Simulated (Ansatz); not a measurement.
The system is Ti.

```
Ti
1.0
    -1.64100    1.64100    1.64100
     1.64100   -1.64100    1.64100
     1.64100    1.64100   -1.64100
Ti
1
Cartesian
  0.0000 0.0000 0.0000
```

This isn't the form of Ti at room conditions, which is hcp.

```yaml
Program: Ansatz 0.2.0
Task: relaxation of cell and atoms
Functional: PBE
Dispersion: D3(BJ)
Potentials_or_basis: all-electron LAPW, scalar-relativistic
Basis_error_allowed: 0.001 eV/atom
k_mesh: 11 × 11 × 11
Occupations: fermi-dirac, width 0.05 eV
Spin: no spin polarisation
```

At the start: volume 17.68 Å³/atom.

**Question.** Where does the relaxation end?

**Answer.** Over 6 steps the energy falls by 37.4 meV/atom and the volume is 16.29 Å³/atom (-7.9 %); space group Im-3m (No. 229, to 0.05 Å).

Step by step:
| step | energy change (eV) | largest force (eV/Å) | volume (Å³) |
| --- | --- | --- | --- |
| 1 | 0.0000 | 0.0000 | 17.68 |
| 2 | -0.0068 | 0.0000 | 15.17 |
| 3 | -0.0370 | 0.0000 | 16.41 |
| 4 | -0.0373 | 0.0000 | 16.30 |
| 5 | -0.0374 | 0.0000 | 16.29 |
| 6 | -0.0374 | 0.0000 | 16.29 |

Final structure:
```cif
data_structure
_symmetry_space_group_name_H-M 'P 1'
_symmetry_Int_Tables_number 1
_cell_length_a 2.7659
_cell_length_b 2.7659
_cell_length_c 2.7659
_cell_angle_alpha 109.471
_cell_angle_beta 109.471
_cell_angle_gamma 109.471
_cell_volume 16.29
loop_
_atom_site_label
_atom_site_type_symbol
_atom_site_fract_x
_atom_site_fract_y
_atom_site_fract_z
_atom_site_occupancy
Ti1 Ti 0.00000 0.00000 0.00000 1
```
